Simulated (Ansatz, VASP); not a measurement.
# Mg: VASP beside Ansatz

File INCAR:

```
PREC = Accurate
ENCUT = 520
EDIFF = 1E-6
ISMEAR = 0
SIGMA = 0.1
LREAL = False
LASPH = True
NELM = 100
ALGO = Normal
ISIF = 2
LWAVE = False
LCHARG = False
GGA = PS
NBANDS = 7
```

File KPOINTS:

```
regular mesh
0
Gamma
  14 14 14
```

POSCAR

```
Mg
1.0
    0.0330130058      2.2925523891      2.3532819565
    2.3994911875      0.0000000000      2.3862949622
    2.3664781818      2.2925523891      0.0330130058
Mg
1
Direct
    0.0000000000      0.0000000000      0.0000000000
```

Input for Ansatz:

```yaml
crystal:
  lattice:
    - [0.0330130058, 2.2925523891, 2.3532819565]
    - [2.3994911875, 0.0, 2.3862949622]
    - [2.3664781818, 2.2925523891, 0.0330130058]
  atoms:
    - { symbol: Mg, position: [0.0, 0.0, 0.0] }
basis:
  ecutwfc: 420
kpoints:
  mp_grid: { grid: [14, 14, 14] }
hamiltonian:
  xc: pbesol
scf:
  occupations: { method: gaussian, width: 0.1 }
output:
  forces: true
  stress: true
  eigenvalues: true
```

Alike in both runs: task single point; functional PBEsol; k mesh 14 × 14 × 14; occupations gaussian, width 0.1 eV; no spin polarisation.

|  | VASP | Ansatz |
| --- | --- | --- |
| version | VASP 6.6.1 | Ansatz 0.2.0 |
| potentials or method | VASP PAW PBE potentials, release 64 (Mg) | scalar-relativistic, plane waves, PAW |
| plane-wave cutoff (eV) | 520 | 420 |
| valence electrons in the cell | 2 | 10 |

```tsv
	VASP	Ansatz	Ansatz less VASP
gap on the k mesh at the Fermi level (eV)	none	none	-
pressure (GPa)	-3.4	-3.4	+0.07
largest component of the traceless stress (GPa)	0.70	0.70	-0.001
```

A gap of «none» marks a metal or a gap that the smearing closes. The two sets of potentials don't hold the same shells in valence.

Caveats: the PAW data sets were made with another functional, which shifts forces and pressure a little (VASP).
